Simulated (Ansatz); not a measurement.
**Formation energy of PbO-type SrO**

The computed numbers are results of PBEsol, scalar-relativistic (no spin polarisation) in the plane-wave PAW code Ansatz at 420 eV, 8×8×10 k-mesh, Gaussian smearing of 0.05 eV. The datasets are Ansatz's generated set soft_2.

This is a trial structure; measured cells of the compound in the Crystallography Open Database are in space group Fm-3m (rock salt).

Symmetry: P4/nmm, No. 129, tetragonal system. The conventional cell has a = 4.392 Å, b = 4.392 Å, c = 3.411 Å, α = 90.00°, β = 90.00°, γ = 90.00°. Sr (site symmetry 4mm) is surrounded by 4 O at 2.42 Å. O (site symmetry -4m2) is surrounded by 4 Sr at 2.42 Å. (Neighbours are counted to 15 % beyond the shortest distance.)

The elements were computed in their standard states (gases as isolated molecules) with the same datasets, cutoff and functional. Absolute energies hang on the potentials; compare differences alone.

Energy of the relaxed cell (4 atoms, smearing extrapolated to zero): -8111.171 eV. Elements, in eV/atom: Sr -3492.213, O -558.283.

Task: What is the formation energy?

Result: [-8111.171 − (2 × -3492.213 + 2 × -558.283)] / 4 = -2.54 eV/atom, or -246 kJ per mole of atoms.

The value is for 0 K, without zero-point energy and without any correction for the binding of gas molecules. Uncorrected semilocal values for oxides, chalcogenides and halides often miss by tenths of an eV an atom. A negative value shows stability against the elements alone, not against other compounds or structures.

Formal charges Sr²⁺, O²⁻ balance and leave closed shells on every ion, so a band insulator is expected, and the gap is 3.13 eV.

Semilocal functionals underestimate band gaps, commonly by a third or more.
